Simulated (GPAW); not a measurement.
A run of GPAW 26.7.0:

Contents of run.py:

```python
from ase import Atoms
from ase.filters import FrechetCellFilter
from ase.io import write
from ase.optimize import BFGS
from gpaw import GPAW, PW, setup_paths

setup_paths.insert(0, '.')

atoms = Atoms(['Al'],
              cell=[[0.0, 2.024805, 2.024805],
                    [2.024805, 0.0, 2.024805],
                    [2.024805, 2.024805, 0.0]],
              scaled_positions=[[0.0, 0.0, 0.0]],
              pbc=True)

calc = GPAW(mode=PW(600),
            xc='PBEsol',
            kpts={'size': (11, 11, 11), 'gamma': True},
            occupations={'name': 'fermi-dirac', 'width': 0.05},
            nbands=7,
            convergence={'density': 1e-05, 'forces': 0.0001},
            maxiter=150,
            txt='gpaw.txt')
atoms.calc = calc
opt = BFGS(FrechetCellFilter(atoms), trajectory='relax.traj', logfile='-')
done = opt.run(fmax=0.02, steps=60)
calc.write('gs.gpw')
write('result.traj', atoms)
print('Converged:', done)
print('Cell:', atoms.cell.cellpar().round(4))
print('Volume:', round(atoms.get_volume(), 4))
print(atoms.get_scaled_positions().round(5))
```

Potentials or basis: PAW data sets generated in the run's folder for this functional, pw.

Command:

```bash
$ gpaw-setup -f PBEsol Al
$ OMP_NUM_THREADS=1 python run.py
```

Hardware: 1 thread of Intel(R) Xeon(R) Platinum 8375C CPU @ 2.90GHz (Ice Lake), with other jobs on the host.

Q: Estimate the wall time of this run.

A: It took 20 s on 1 thread of Intel(R) Xeon(R) Platinum 8375C CPU @ 2.90GHz (Ice Lake), on a shared host, peak memory 0.14 GiB. Counts: scf iterations 25, plane waves 564, bands 7, k points 56, ion steps 3.
